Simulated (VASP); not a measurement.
# Te2Mo in VASP: relaxation of the atoms with PBE+D3(BJ)

Aim: the relaxation of the atoms of Te2Mo with PBE+D3(BJ).

Everything below comes from runs of VASP 6.6.1. Logs are shortened: lines on timing, memory, paths and dates and some standing lists are left out, and cuts for length are marked.

**1. The sheet as given**

The cell holds a sheet with vacuum, 6 atoms: a = 3.520 Å, b = 3.520 Å, c = 28.605 Å, α = 90.00°, β = 90.00°, γ = 120.00°.

The cell was built by a generator and needn't be a form met in nature.

**2. Relaxation of the atoms, PBE+D3(BJ)**

The input, INCAR:

```
PREC = Accurate
ENCUT = 520
EDIFF = 1E-6
ISMEAR = -1
SIGMA = 0.05
LREAL = F
LASPH = T
NELM = 60
ALGO = Normal
ISIF = 2
LWAVE = F
LCHARG = F
GGA = PE
IVDW = 12
IBRION = 2
NSW = 40
EDIFFG = -0.005
```

The input, KPOINTS:

```
Automatic mesh
0
Gamma
  10 10 1
```

The input, POSCAR:

```
Te2Mo
1.0
    3.5200000000      0.0000000000      0.0000000000
   -1.7600000000      3.0484094213      0.0000000000
    0.0000000000      0.0000000000     28.6050000000
Te Mo
4 2
Direct
    0.6666666667      0.3333333333      0.3146303094
    0.6666666667      0.3333333333      0.4411816116
    0.3333333333      0.6666666667      0.5588183884
    0.3333333333      0.6666666667      0.6853696906
    0.3333333333      0.6666666667      0.3779059605
    0.6666666667      0.3333333333      0.6220940395
```

Potentials or basis: VASP PAW PBE potentials, release 64 (Te, Mo_sv).

On the command line:

```
$ cat potpaw_PBE.64/Te/POTCAR potpaw_PBE.64/Mo_sv/POTCAR > POTCAR
$ mpirun -np 1 vasp_std > vasp.out
```

OUTCAR:

```text
PREC = Accurate
   ENCUT = 520
   EDIFF = 1E-6
   ISMEAR = -1
   LREAL = F
   LASPH = T
   NELM = 60
   ISIF = 2
   GGA = PE
   IVDW = 12
   IBRION = 2
   NSW = 40
   EDIFFG = -0.005
 IVDW          = 12

 ion  position               nearest neighbor table
   1  0.667  0.333  0.315-   5 2.72   5 2.72   5 2.72   2 3.62
   2  0.667  0.333  0.441-   5 2.72   5 2.72   5 2.72   1 3.62
   3  0.333  0.667  0.559-   6 2.72   6 2.72   6 2.72   4 3.62
   4  0.333  0.667  0.685-   6 2.72   6 2.72   6 2.72   3 3.62
   5  0.333  0.667  0.378-   1 2.72   2 2.72   1 2.72   2 2.72   1 2.72   2 2.72
   6  0.667  0.333  0.622-   3 2.72   4 2.72   3 2.72   4 2.72   3 2.72   4 2.72

  LATTYP: Found a hexagonal cell.
 ALAT       =     3.5200000000
 C/A-ratio  =     8.1264204545

  Lattice vectors:

 A1 = (   3.5200000000,   0.0000000000,   0.0000000000)
 A2 = (  -1.7600000000,   3.0484094213,   0.0000000000)
 A3 = (   0.0000000000,   0.0000000000,  28.6050000000)

Analysis of symmetry for initial positions (statically):
=====================================================================
 Subroutine PRICEL returns:
 Original cell was already a primitive cell.

 Routine SETGRP: Setting up the symmetry group for a
 hexagonal supercell.

 Subroutine GETGRP returns: Found 12 space group operations
 (whereof 12 operations were pure point group operations)
 out of a pool of 24 trial point group operations.

The static configuration has the point symmetry D_3d.

Analysis of symmetry for dynamics (positions and initial velocities):
=====================================================================
 Subroutine PRICEL returns:
 Original cell was already a primitive cell.

 Routine SETGRP: Setting up the symmetry group for a
 hexagonal supercell.

 Subroutine GETGRP returns: Found 12 space group operations
 (whereof 12 operations were pure point group operations)
 out of a pool of 24 trial point group operations.

The dynamic configuration has the point symmetry D_3d.

 Subroutine INISYM returns: Found 12 space group operations
 (whereof 12 operations are pure point group operations),
 and found     1 'primitive' translations

----------------------------------------------------------------------------------------

                                     Primitive cell

  volume of cell :     306.9431

  direct lattice vectors                    reciprocal lattice vectors
     3.520000000  0.000000000  0.000000000     0.284090909  0.164019963  0.000000000
    -1.760000000  3.048409421  0.000000000     0.000000000  0.328039926  0.000000000
     0.000000000  0.000000000 28.605000000     0.000000000  0.000000000  0.034958923

  length of vectors
     3.520000000  3.520000000 28.605000000     0.328039926  0.328039926  0.034958923

  position of ions in fractional coordinates (direct lattice)
     0.666666667  0.333333333  0.314630309
     0.666666667  0.333333333  0.441181612
     0.333333333  0.666666667  0.558818388
     0.333333333  0.666666667  0.685369691
     0.333333333  0.666666667  0.377905961
     0.666666667  0.333333333  0.622094039

  ion indices of the primitive-cell ions
   primitive index   ion index
                 1           1
                 2           2
                 3           3
                 4           4
                 5           5
                 6           6

----------------------------------------------------------------------------------------

 KPOINTS: Automatic mesh

Automatic generation of k-mesh.
 Grid dimensions read from file:
 generate k-points for:   10   10    1

 Generating k-lattice:

  Cartesian coordinates                     Fractional coordinates (reciprocal lattice)
     0.028409091  0.016401996  0.000000000     0.100000000 -0.000000000  0.000000000
     0.000000000  0.032803993  0.000000000     0.000000000  0.100000000  0.000000000
     0.000000000  0.000000000  0.034958923     0.000000000  0.000000000  1.000000000

  Length of vectors
     0.032803993  0.032803993  0.034958923

  Shift w.r.t. Gamma in fractional coordinates (k-lattice)
     0.000000000  0.000000000  0.000000000

 Subroutine IBZKPT returns following result:
 ===========================================

 Found     14 irreducible k-points:

 Following reciprocal coordinates:
            Coordinates               Weight
  0.000000  0.000000  0.000000      1.000000
  0.100000 -0.000000  0.000000      6.000000
  0.200000 -0.000000  0.000000      6.000000
  0.300000  0.000000  0.000000      6.000000
  0.400000 -0.000000  0.000000      6.000000
  0.500000  0.000000  0.000000      3.000000
  0.100000  0.100000  0.000000      6.000000
  0.200000  0.100000  0.000000     12.000000
  0.300000  0.100000  0.000000     12.000000
  0.400000  0.100000  0.000000     12.000000
  0.200000  0.200000  0.000000      6.000000
  0.300000  0.200000  0.000000     12.000000
  0.400000  0.200000  0.000000      6.000000
  0.300000  0.300000  0.000000      6.000000
   k-points           NKPTS =     14   k-points in BZ     NKDIM =     14   number of bands    NBANDS=     31
   number of dos      NEDOS =    301   number of ions     NIONS =      6
   total plane-waves  NPLWV = 169344
   dimension x,y,z NGX =    28 NGY =   28 NGZ =  216
   dimension x,y,z NGXF=    56 NGYF=   56 NGZF=  432
   ions per type =               4   2
   NGX,Y,Z   is equivalent  to a cutoff of  13.22, 13.22, 12.55 a.u.
   NGXF,Y,Z  is equivalent  to a cutoff of  26.45, 26.45, 25.11 a.u.
 SYSTEM =  unknown system
   PREC   = accura    normal or accurate (medium, high low for compatibility)
   ISTART =      0    job   : 0-new  1-cont  2-samecut
   ICHARG =      2    charge: 1-file 2-atom 10-const
   ISPIN  =      1    spin polarized calculation?
   LNONCOLLINEAR =      F non collinear calculations
   LSORBIT =      F    spin-orbit coupling
   LASPH  =      T    aspherical Exc in radial PAW
   ENCUT  =  520.0 eV  38.22 Ry    6.18 a.u.   6.54  6.54 53.19*2*pi/ulx,y,z
   NELM   =     60;   NELMIN=  2; NELMDL= -5     # of ELM steps
   EDIFF  = 0.1E-05   stopping-criterion for ELM
   LREAL  =      F    real-space projection
   EDIFFG = -.5E-02   stopping-criterion for IOM
   NSW    =     40    number of steps for IOM
   IBRION =      2    ionic relax: 0-MD 1-quasi-New 2-CG
   NFREE  =      1    steps in history (QN), initial steepest desc. (CG)
   ISIF   =      2    stress and relaxation
   ISYM   =      2    0-nonsym 1-usesym 2-fastsym
   POTIM  = 0.5000    time-step for ionic-motion
   TEBEG  =    0.0;   TEEND  =   0.0 temperature during run
   PSTRESS=    0.0 pullay stress
   NELECT =      52.0000    total number of electrons
   NUPDOWN=      -1.0000    fix difference up-down
   EMIN   =  10.00;   EMAX   =-10.00  energy-range for DOS
   EFERMI =   0.00;   METHOD = LEGACY
   ISMEAR =    -1;   SIGMA  =   0.05  broadening in eV -4-tet -1-fermi 0-gaus
   EFERMI_NEDOS =   21; number of points for ismear=-14 and -15
   IALGO  =     38    algorithm
   IMIX   =      4    mixing-type and parameters
     AMIX     =   0.40;   BMIX     =  1.00
     AMIX_MAG =   1.60;   BMIX_MAG =  1.00
  volume/ion in A,a.u.               =      51.16       345.23
  Fermi-wavevector in a.u.,A,eV,Ry     =   0.905851  1.711810 11.164472  0.820566
  Thomas-Fermi vector in A             =   2.029468
   LORBIT       =      0    0 simple, 1 ext, 2 COOP (PROOUT), +10 PAW based schemes
   GGA     = PE    functional components
   LHFCALC =     F    Hartree Fock is set to
   AEXX    =    0.0000 exact exchange contribution
   IVDW    =    12    specifies the selected vdW correction
   LEPSILON=     F    determine dielectric tensor
   LRPA    =     F    only Hartree local field effects (RPA)
 conjugate gradient relaxation of ions
 non-spin polarized calculation
  energy-cutoff  :      520.00
  volume of cell :      306.94
 maximum number of plane-waves:      8399
 NGX is ok and might be reduce to    28
   NGX = 13   NGY = 13   NGZ =107

--------------------------------------- Ionic step        1  -------------------------------------------

 number of electron      52.0000001 magnetization

 Free energy of the ion-electron system (eV)
  ---------------------------------------------------
  ext. energy  EPLUGINS =         0.00000000
  ---------------------------------------------------
  free energy    TOTEN  =       -36.01371723 eV

  energy without entropy =      -36.01370824  energy(sigma->0) =      -36.01371273

------------------------ aborting loop because EDIFF is reached ----------------------------------------

 Edisp (eV)   -2.78965

 E8    (eV) :    -1.3213

  FORCE on cell =-STRESS in cart. coord.  units (eV):
  Direction    XX          YY          ZZ          XY          YZ          ZX
  --------------------------------------------------------------------------------------
  -------------------------------------------------------------------------------------
  Total      -0.84293    -0.84293    -0.27880     0.00000     0.00000     0.00000
  in kB      -4.39990    -4.39990    -1.45527     0.00000     0.00000     0.00000
  external pressure =       -3.42 kB  Pullay stress =        0.00 kB
[... 109 lines left out ...]
  FREE ENERGIE OF THE ION-ELECTRON SYSTEM (eV)
  ---------------------------------------------------
  free  energy   TOTEN  =       -38.8039374211 eV

  energy  without entropy=      -38.8039281465  energy(sigma->0) =      -38.80393278

[... ionic steps 4 to 12 ...]

--------------------------------------- Ionic step       13  -------------------------------------------

 number of electron      51.9999999 magnetization

------------------------ aborting loop because EDIFF is reached ----------------------------------------

 Edisp (eV)   -2.82257

 E8    (eV) :    -1.3367
[... 77 lines left out ...]
  energy  without entropy=      -38.8101985901  energy(sigma->0) =      -38.81021197

--------------------------------------- Ionic step       15  -------------------------------------------

 number of electron      51.9999999 magnetization

 Free energy of the ion-electron system (eV)
  ---------------------------------------------------
  ext. energy  EPLUGINS =         0.00000000
  ---------------------------------------------------
  free energy    TOTEN  =       -35.98761232 eV

  energy without entropy =      -35.98758597  energy(sigma->0) =      -35.98759914

 E-fermi :   2.0006     XC(G=0):  -5.4641

 val. band max:        1.6358891392   @ k =   0.0000   0.0000   0.0000
 cond. band min:       2.4253605318   @ k =   0.2000   0.2000   0.0000
 fundamental gap:      0.7894713927
 Fermi energy:         2.0006197037

 k-point     1 :       0.0000    0.0000    0.0000
  band No.  band energies     occupation
      1     -59.2442      2.00000
      2     -59.2442      2.00000
      3     -33.4091      2.00000
      4     -33.4091      2.00000
      5     -33.2836      2.00000
      6     -33.2836      2.00000
[... 502 lines left out ...]
  FREE ENERGIE OF THE ION-ELECTRON SYSTEM (eV)
  ---------------------------------------------------
  free  energy   TOTEN  =       -38.8102312167 eV

  energy  without entropy=      -38.8102048675  energy(sigma->0) =      -38.81021804

 reached required accuracy - stopping structural energy minimisation
```

Run time: 13 min. Hardware: 1 thread of Intel Xeon Platinum 8488C (Sapphire Rapids), shared host; peak memory 0.5 GiB.

Results:

- Free energy: -38.8102 eV
- Energy gained by relaxing: 1.1 meV/atom
- Ionic steps: 15
- Largest force after relaxing: 0.005 eV/Å
- Band gap on the k mesh: 0.79 eV, indirect (least direct gap 1.23 eV)
- Dispersion energy per atom: -0.470 eV

Forces on the atoms (eV/Å):
```
Te   0.000  0.000  0.003
Te   0.000  0.000 -0.005
Te   0.000  0.000  0.005
Te   0.000  0.000 -0.003
Mo   0.000  0.000  0.002
Mo   0.000  0.000 -0.002
```

Step by step:
```
step  energy change (eV)  largest force (eV/Å)  pressure (GPa)
   1              0.0000                0.0878           -0.34
   2             -0.0005                0.0430           -0.40
   3             -0.0006                0.0714           -0.45
   4             -0.0009                0.0455           -0.48
   5             -0.0010                0.0764           -0.51
   6             -0.0014                0.0714           -0.50
   7             -0.0025                0.0560           -0.46
   8             -0.0042                0.0402           -0.38
   9             -0.0057                0.0931           -0.20
  10             -0.0062                0.0619           -0.22
  11             -0.0067                0.0552           -0.27
  12             -0.0069                0.0092           -0.31
  13             -0.0069                0.0053           -0.31
  14             -0.0069                0.0103           -0.31
  15             -0.0069                0.0048           -0.31
```

Final structure:
```yaml
crystal:
  lattice:
    - [3.52000, 0.00000, 0.00000]
    - [-1.76000, 3.04841, 0.00000]
    - [0.00000, 0.00000, 28.60500]
  atoms:
    - { symbol: Te, position: [0.66667, 0.33333, 0.31721] }
    - { symbol: Te, position: [0.66667, 0.33333, 0.44384] }
    - { symbol: Te, position: [0.33333, 0.66667, 0.55616] }
    - { symbol: Te, position: [0.33333, 0.66667, 0.68279] }
    - { symbol: Mo, position: [0.33333, 0.66667, 0.38049] }
    - { symbol: Mo, position: [0.66667, 0.33333, 0.61951] }
```

Levels at points of the mesh, in eV from the valence-band top:
```tsv
k point	band 23	band 24	band 25	band 26	band 27	band 28	band 29	band 30
(0.00, 0.00, 0.00)	-1.06	-1.06	-0.88	0.00	2.83	2.83	2.95	2.95
(0.50, 0.00, 0.00)	-1.02	-0.99	-0.60	-0.40	1.22	1.26	1.47	1.67
```

Caveat: spin-orbit coupling is left out, which moves the levels of the heavy elements.
